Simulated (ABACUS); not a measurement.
# Li under changes of volume

One of the cells (21.609 Å³/atom); the others are scaled copies at fixed shape and fractional positions:

```
Li
1.0
     1.75465    1.75465    1.75465
    -1.75465    1.75465    1.75465
    -1.75465   -1.75465    1.75465
Li
1
Direct
  0.00000 0.00000 0.00000
```

```yaml
Program: ABACUS 3.10.1
Functional: SCAN
Potentials_or_basis: SG15 ONCV 1.2 PBE
Cutoff: 1361 eV
Density_cutoff: 5442 eV
Basis: DZP LCAO (the cutoffs set its grid)
k_mesh: 8 × 8 × 8
Occupations: fermi-dirac, width 0.05 eV
Spin: no spin polarisation
```

```tsv
volume (Å³/atom)	energy over the lowest point (meV/atom)	pressure (GPa)
20.312	60.97	-0.8
20.744	0.00	-0.8
21.177	2.56	-1.1
21.609	?	?
22.041	9.79	-1.6
22.473	14.46	-1.9
22.905	19.72	-2.1
```

Question: What does the run at 21.609 Å³/atom give?

Answer: Energy over the lowest point 5.82 meV/atom; pressure -1.4 GPa.

The energies don't lie on one smooth curve, so no fit is given. The run at 20.312 Å³/atom lies farthest off, from a change of basis, grid or state.

Energies are extrapolated to zero smearing.

Caveats: the atomic orbitals were generated for these runs and aren't a published set; the potentials were made for another functional, which shifts forces and pressure; the basis of atomic orbitals isn't converged, which shifts pressures, moduli and gaps.
